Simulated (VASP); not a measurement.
# ZnS in VASP: a series of runs, part 3 of 3

VASP 6.6.1. The steps go on from the part before.

### Step 7. Overview

| cell | gap on the mesh (eV) | pressure (GPa) | largest force (eV/Å) |
| --- | --- | --- | --- |
| as given, atomic positions A | 2.25 | -0.3 | 0.33 |
| as given, atomic positions B | 2.24 | -0.2 | 0.48 |
| as given, atomic positions C | 2.25 | -0.3 | 0.37 |
| as given, atomic positions D | 2.25 | -0.2 | 0.37 |
| as given, atomic positions E | 2.24 | -0.2 | 0.48 |

Alike in all rows: task single point; level PBE+D3(BJ); potentials or basis VASP PAW PBE potentials, release 64 (Zn, S); no spin polarisation; k mesh 6 × 6 × 4; cutoff (eV) 520; smearing gaussian 0.01 eV.

Caveats: three body term missing.

Absolute energies hang on the potentials; compare differences alone.

### Step 8. How close it comes

Step 2. Measured gap of ZnS: 3.911 eV (direct; 4 K; a printed reference work, monograph). This calculation gives 2.25 eV (-1.66 eV). The value is that of PBE+D3(BJ), without temperature or zero-point motion. Semilocal functionals fall short of measured gaps as a rule.
